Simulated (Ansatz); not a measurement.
Ansatz input

```yaml
crystal:
  lattice:
    - [-5.2768129138, 4.9163465212, 1.4420875637]
    - [4.9163465212, -5.2768129138, 1.4420875637]
    - [3.6303546948, 3.6303546948, -2.1022824221]
  atoms:
    - { symbol: Se, position: [0.0874639238, 0.9125360762, 0.0] }
    - { symbol: Se, position: [0.6625360762, 0.3374639238, 0.5] }
hamiltonian:
  xc: blyp
  pseudopotentials:
    kind: paw
    azcp:
      Se: "pseudopotentials/Se.paw.azcp"
basis:
  ecutwfc: 420
  fft_grid_basis: typed
kpoints:
  mp_grid: { grid: [21, 21, 11], shift: [0, 0, 0] }
magnetization:
  spin_polarized: false
scf:
  occupations: { method: fermi_dirac, width: 0.1 }
output:
  write_density: true
  write_potential: true
  elf: true
  volumetric_format: npy
```

Output

```
Engine: ansatz 0.2.0, x86_64-unknown-linux-gnu
Pseudopotentials: kind: paw
Pseudopotential: Se, paw, valence charge 16, recommended cutoff 420 eV (normal) 
Functional definition: BLYP
  parameter beta = 0.0042
  parameter a = 0.04918
  parameter b = 0.132
  parameter c = 0.2533
  parameter d = 0.349
  exchange = b88_x(beta = beta)
  correlation = lyp_c(a = a, b = b, c = c, d = d)
Crystal: 2 atoms, lattice volume = 99.004 Å³
Basis set: ecut = 420 eV, 1927 PW (Γ), exchange–correlation on 100×100×80 points (8 copies of the dense FFT grid, shifted against one another)
Bands: 20, of which v1, the nominal top of the filled ones, is band 16 counted from 1 (15 counted from 0)
Symmetry: 4 space group operations
Space group: C2/c (ITA 15), of the structure as read, at distance tolerance 4.6e-5 Å
k-points: 1276 of 4851
Non-local potential: Se, projectors of the file, l = 0: 2, l = 1: 2, l = 2: 3, l = 3: 1
PAW form: soft (Blöchl's): semilocal exchange-correlation on the pseudo side does not see the compensation charge
PAW frozen core: Se, regenerated for the run's functional, and the local potential with it (the file was generated under x = pbe(κ = 0.804, μ = 0.2195149727645171), c = pbe(β = 0.06672455060314922))
PAW one-centre angular grid: Se, 590 points (default); XC on 64 Gauss nodes
Initial density: superposition of atomic densities (neutral atoms: chi_scale 0, normalization atom), corrected by the library's trained network
Initial wavefunctions: pseudopotential atomic-orbital guess
Functional: x = b88, c = lyp
SCF iter   1: F=—  HF=-10960.033034 eV  |F-HF|=—  |Δ(HF+E_count)|=         —  Δρ=3.93e-3  dr2=1.31e-2  ethr=1.77e-3  ⟨swp⟩=5.4  Hψ=118174  notcnv=0
SCF iter   2: F=—  HF=-10960.030374 eV  |F-HF|=—  |Δ(HF+E_count)|=   2.66e-3  Δρ=8.76e-4  dr2=6.30e-4  ethr=4.08e-5  ⟨swp⟩=2.1  Hψ=48648  notcnv=0
SCF iter   3: F=—  HF=-10960.030271 eV  |F-HF|=—  |Δ(HF+E_count)|=   1.03e-4  Δρ=1.93e-4  dr2=4.96e-5  ethr=1.97e-6  ⟨swp⟩=2.0  Hψ=50448  notcnv=0
SCF iter   4: F=—  HF=-10960.030196 eV  |F-HF|=—  |Δ(HF+E_count)|=   7.49e-5  Δρ=4.12e-5  dr2=1.35e-6  ethr=1.55e-7  ⟨swp⟩=2.0  Hψ=46056  notcnv=0
iter 5 did not close the SCF: its close was put off for the readings that it lacked (scf_convergence_deferred on its scf_iter line)
SCF iter   5: F=-10960.030197 eV  HF=-10960.030197 eV  |F-HF|=2.38e-8  |Δ(HF+E_count)|=   3.50e-7  Δρ=8.26e-6  dr2=5.96e-8  ethr=4.21e-9  ⟨swp⟩=2.0  Hψ=33507  notcnv=0
SCF iter   6: F=-10960.030197 eV  HF=-10960.030197 eV  |F-HF|=2.70e-9  |Δ(HF+E_count)|=   7.23e-8  Δρ=2.09e-6  dr2=4.29e-9  ethr=1.86e-10  ⟨swp⟩=1.2  Hψ=79883  notcnv=0
SCF 1 converged in 6 iterations: F = -10960.030197 eV  dr2 = 4.29e-9
WARN: The output density's exchange-correlation potential varies sharply where the density is thin. Do not read a vacuum level from v_tot or v_xc, or from such a field of the output density. On a cell that repeats whose density bears no net charge and no dipole along the vacuum's axis use v_es (v_loc + v_h of the components); under efield.dipole_correction with no amplitude use v_es + v_field, which holds any external_charges[].barrier, or the levels of the report's work_function block, which leave it out; under a non-zero efield.amplitude the vacuum is tilted and has no level; on a cell that repeats and bears such a dipole with no correction it is tilted too, and efield.dipole_correction with no amplitude gives each side of its ramp a level where efield: is served; in a cell that repeats whose density bears a net charge (total_charge, or a fill off its count) it is curved and has none; of a slab under crystal.periodic whose density bears no net charge use v_es, which has a level on each side, short of where the two are joined; of another it falls or rises all the way out and has none; of a slab beside external_charges read slab_vacuum_level instead, which it has where they leave it neutral. The grid or the basis barely resolves most such structure, and the values can differ between equally converged runs; as a rule a tighter scf.convergence.dr2_threshold does not remove it. Where the density itself ripples (under the LDA too) a higher basis.ecutwfc lessens it. The files hold the spikes' plane waves up to the density's cutoff. Files: v_tot_of_output_density and the like, and their columns of v_z.tsv (output.write_potential); v_xc_of_output_density and the like, and their columns of v_comp_z.tsv (output.write_potential_components). Measured: with its Gaussian average of σ = 0.25 Å subtracted twice, the exchange-correlation potential is over 0.1 eV at 12823 of the grid points where the equally averaged density (valence and model cores) is under 1e-3 e/Å³, and 5.76 eV at the most among them, at an averaged density of 3.7e-4 e/Å³. The input density's (outcome.potential() and, of a run that writes arrays, v_tot and v_xc) is over 0.1 eV, so measured, at 12817 points of its own thin density, 5.79 eV at the most. See output.write_potential in the manual, Limitations
SCF converged after 6 iterations
Free energy (F): -10960.030197 eV
Harris-Foulkes:  -10960.030197 eV  (|F-HF|=2.70e-9)
Internal energy: -10960.002333 eV  (E = F + TS)
E sigma→0 (E₀):  -10960.016265 eV
Entropy (-TS):   -0.027864 eV (-13.932 meV/atom)
Fermi energy:    1.773014 eV
--- Per-component energies (eV) ---
  E_band       = -979.912301
  E_kinetic    = 233.419671
  E_local      = -8141.019468  (includes V_loc(G=0)·N_el)
  E_nonlocal   = -1194.623892
  E_hartree    = 3938.175355
  E_xc         = -203.890716
  E_vxc        = -188.835337  (∫ρ·V_xc dr)
  E_paw        = -3849.788808  (= ΣΔE_a)
  E_vpaw       = 434.796233  (= ΣTr[D̂ρ^β])
  E_aug_tail   = -0.001226  (compensation charges beyond the density's cutoff)
  E_ewald      = -1742.795959
  E_core_change = 0.522710  (= ΣΔE_core)
  E_smearing   = -0.027864  (= −TS)
  E_closure    = -0.000000  (closes the sum)
  Σ components = -10960.030197   (vs F -10960.030197, Δ=0.00e0)
--- Band table (eV; the first three rows and the last of 1276) ---
  k-point 0: bands = ["-46.5105", "-46.4858", "-46.4780", "-46.4711", "-46.3848", "-46.3636", "-46.2974", "-46.2955", "-46.2837", "-46.2794", "-13.3227", "-9.9716", "-3.8564", "-0.9942", "-0.0865", "3.0583", "3.4673", "5.3125", "5.7994", "9.9530"]
  k-point 1: bands = ["-46.5101", "-46.4855", "-46.4789", "-46.4714", "-46.3841", "-46.3638", "-46.2973", "-46.2955", "-46.2836", "-46.2795", "-13.2774", "-10.0882", "-3.7769", "-0.8281", "-0.2005", "3.0943", "3.4345", "5.2526", "5.9702", "9.4365"]
  k-point 2: bands = ["-46.5087", "-46.4846", "-46.4816", "-46.4723", "-46.3822", "-46.3646", "-46.2972", "-46.2956", "-46.2833", "-46.2796", "-13.1424", "-10.4028", "-3.5626", "-0.5141", "-0.3483", "3.2007", "3.3822", "5.0828", "6.3630", "8.5546"]
  k-point 1275: bands = ["-46.4994", "-46.4949", "-46.4796", "-46.4775", "-46.3731", "-46.3703", "-46.2965", "-46.2962", "-46.2815", "-46.2809", "-12.2379", "-11.7993", "-2.4633", "-1.9829", "2.1795", "2.9314", "3.8895", "4.2020", "7.3355", "7.4388"]
```
